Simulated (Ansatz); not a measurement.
# KBr: one input, then a changed one

The cell is COD entry 1010046, as deposited and not checked against the literature; nothing was relaxed. It is an old determination, and later ones may differ. The listed cell was then made from it by scaling, straining or moving an atom.

First run: DFT, PBE, all-electron LAPW, scalar-relativistic (Ansatz 0.2.0).

Command: `ansatz run input.yaml --threads 1 --pin off --max-ram 2048MiB --backend cpu --events-out ev --progress --plain --runs-dir out` The run took 4.5 s on 1 thread of Arm Neoverse V1, on a shared host, peak memory 0.25 GiB.

```yaml
crystal:
  lattice:
    - [0.0, 3.2648306246, 3.2648306246]
    - [3.2648306246, 0.0, 3.2648306246]
    - [3.2648306246, 3.2648306246, 0.0]
  atoms:
    - { symbol: K, position: [0.0, 0.0, 0.0] }
    - { symbol: Br, position: [0.5, 0.5, 0.5] }
kpoints:
  mp_grid: { grid: [7, 7, 7] }
scf:
  occupations: { method: fermi_dirac, width: 0.01 }
hamiltonian:
  xc: pbe
  pseudopotentials: { kind: all_electron, lapw: { basis_error: 0.00025 } }
output:
  forces: true
  stress: true
  eigenvalues: true
```

Result: converged; pressure 1.30 GPa; gap on the k mesh 4.52 eV (the mesh can miss the band edges); 7 SCF iterations.

A second run of a changed input logged this at its end:

```
k-points: 20 of 343
Non-local potential: K, projectors of the file, none
Non-local potential: Br, projectors of the file, none
Initial density: superposition of atomic densities (chi_scale 0.1, normalization cell, long waves kept (reshape's long-wave potential 0.00 eV rms))
Initial wavefunctions: plane waves of lowest kinetic energy (no species holds an atomic orbital)
Functional: x = pbe(κ = 0.804, μ = 0.2195149727645171), c = pbe(β = 0.06672455060314922)
iter 1 solved again at ethr=1.08e-3 eV; its pass at ethr=1.00e-1 eV (dr2=3.69e-1 eV) is discarded
SCF iter   1: F=—  HF=-87313.448646 eV  |F-HF|=—  |Δ(HF+E_count)|=         —  Δρ=1.45e-2  dr2=3.68e-1  ethr=1.08e-3  ⟨swp⟩=2.2  Hψ=2691  notcnv=0
preconditioner: auto → none  [insulator: Δε(μ)=4.989 eV  Ē_g=14.907 eV  σ=0.010 eV  W_gap=1.00  n_scr=14 (ndim 8)  ℏωp=16.7 eV  f_vac=0.094  D(μ)=0.00/eV (n_scr^D=0)  ε∞_Penn≈2.2]
iter 2 solved again at ethr=5.90e-5 eV; its pass at ethr=1.08e-3 eV (dr2=2.00e-2 eV) is discarded
SCF iter   2: F=—  HF=-87313.275628 eV  |F-HF|=—  |Δ(HF+E_count)|=   1.73e-1  Δρ=3.51e-3  dr2=2.00e-2  ethr=5.90e-5  ⟨swp⟩=2.0  Hψ=2353  notcnv=0
SCF iter   3: F=—  HF=-87313.283072 eV  |F-HF|=—  |Δ(HF+E_count)|=         —  Δρ=1.99e-3  dr2=6.67e-3  ethr=5.89e-5  ⟨swp⟩=3.0  Hψ=1458  notcnv=0
the basis was enlarged: its passes take 333.8 KiB over the memory plan, 1 of 1 planned eigensolver slots
SCF iter   4: F=—  HF=-87313.287861 eV  |F-HF|=—  |Δ(HF+E_count)|=   4.79e-3  Δρ=3.33e-4  dr2=1.60e-4  ethr=1.96e-5  ⟨swp⟩=3.2  Hψ=1487  notcnv=0
SCF iter   5: F=—  HF=-87313.288166 eV  |F-HF|=—  |Δ(HF+E_count)|=   3.05e-4  Δρ=5.73e-5  dr2=4.02e-6  ethr=4.69e-7  ⟨swp⟩=3.0  Hψ=1456  notcnv=0
Error: did not converge after 5 iterations: dr2 = 4.02e-6 (threshold 1.00e-7), under the density mixer `msr1`, which `scf.mixing.algorithm: auto` chose by the deck's other keys (type `scf.mixing.algorithm: msr1` to keep it); raise `scf.max_iter`, which need not help a stalled SCF, or adjust the mixing (`scf.mixing`) or, under a smearing, its width (`scf.occupations.width`, in either direction: another width is another result); this SCF holds its density and magnetisation to the symmetry operations that it keeps, and cannot end on a state that breaks one of them: if the state sought breaks one, re-run with `crystal.symmetry.detect: false`, without `crystal.symmetry.time_reversal: true`, on a non-collinear deck whose state breaks time reversal, with `crystal.symmetry.time_reversal: false` beside it (there exact exchange or a DFT+U term alone can polarise the run; a magnetic state wants starting moments), where the deck allows it (that run may end on another state, and need not converge either) — the other mixer that `auto` picks from is left to try (`scf.mixing.algorithm: broyden`); it can need more iterations, either can converge an SCF that the other leaves open, and the two can end on different states; the input reference at `scf.mixing.algorithm` says more, and from which start to try it
```

**Question.** What was wrong with the input?

**Answer.** Too few SCF iterations, by this change (others could give a like log):
```diff
@@ -11,4 +11,5 @@
 scf:
   occupations: { method: fermi_dirac, width: 0.01 }
+  max_iter: 5
 hamiltonian:
   xc: pbe
```
